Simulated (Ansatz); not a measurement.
Consider CoPt (space group P4/mmm, No. 123; ferromagnetic; relaxed with 0.1 eV smearing).

```xyz
2
Lattice="2.6770 0.0000 0.0000 0.0000 2.6770 0.0000 0.0000 0.0000 3.7289" Properties=species:S:1:pos:R:3 pbc="T T T"
Co     1.3385     1.3385     1.8644
Pt     0.0000     0.0000     0.0000
```

Cartesian axes are those of the cell as printed.

Level of theory: Ansatz (a program for electronic structure), r2SCAN, PAW, cutoff 500 eV, without spin-orbit coupling.

Strains are applied to the cell and any free atomic positions relax.

One change was made to it. Results:

```csv
quantity,base,after
energy relative to the base (free energy F),0 meV/atom,+2.2 meV/atom
shortest interatomic distance,2.657 Å,2.637 Å
band gap,zero,zero
largest site moment,2.20 μB,2.20 μB
```

Task: Which of these changes matches the shifts?
(A) isotropic strain +0.26 %
(B) tensor shear ε_xz = +1.05 %
(C) tensor shear ε_xy = −2.11 %
(D) uniaxial strain ε_yy = −2.94 %
(E) uniaxial strain ε_xx = −2.42 %

Result: B, tensor shear ε_xz = +1.05 %. For comparison, the shortest interatomic distance in the other runs: isotropic strain +0.26 % gives 2.664 Å; tensor shear ε_xy = −2.11 % gives 2.629 Å; uniaxial strain ε_yy = −2.94 % gives 2.598 Å; uniaxial strain ε_xx = −2.42 % gives 2.612 Å.

The magnetic state is the one reached from the starting moments; the real material's order can differ, and small cells can't hold many antiferromagnetic ones. No phonon test of stability was made.
